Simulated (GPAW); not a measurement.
The system is AlPt.

```
Pt Al
1.0
     3.09155    0.00000    0.00000
     0.00000    3.09155    0.00000
     0.00000    0.00000    3.09155
Pt Al
1 1
Direct
  0.50000 0.50000 0.50000
  0.00000 0.00000 0.00000
```

Measurements of this composition are mostly on another form, of space group No. 198.

| Item | Value |
| --- | --- |
| Program | GPAW 26.7.0 |
| Task | relaxation of cell and atoms |
| Functional | PBEsol |
| Potentials or basis | PAW data sets generated in the run's folder for this functional |
| Cutoff | 600 eV |
| Basis | pw |
| k mesh | 9 × 9 × 9 |
| Occupations | fermi-dirac, width 0.05 eV |
| Spin | no spin polarisation |

At the start: pressure -5.2 GPa; volume 14.77 Å³/atom.

Problem. Where does the relaxation end?

Solution. Over 3 steps the energy falls by 6.7 meV/atom and the volume is 14.36 Å³/atom (-2.8 %); space group Pm-3m (No. 221, to 0.05 Å).

The path:
| step | energy change (eV) | largest force (eV/Å) | pressure (GPa) | volume (Å³) |
| --- | --- | --- | --- | --- |
| 1 | 0.0000 | 0.0000 | -5.20 | 29.55 |
| 2 | -0.0081 | 0.0000 | -3.35 | 29.25 |
| 3 | -0.0134 | 0.0000 | 0.14 | 28.72 |

Final structure:
```yaml
crystal:
  lattice:
    - [3.06248, 0.00000, 0.00000]
    - [0.00000, 3.06248, 0.00000]
    - [0.00000, 0.00000, 3.06248]
  atoms:
    - { symbol: Pt, position: [0.50000, 0.50000, 0.50000] }
    - { symbol: Al, position: [0.00000, 0.00000, 0.00000] }
```

Caveat: later steps reuse the first step's grids.
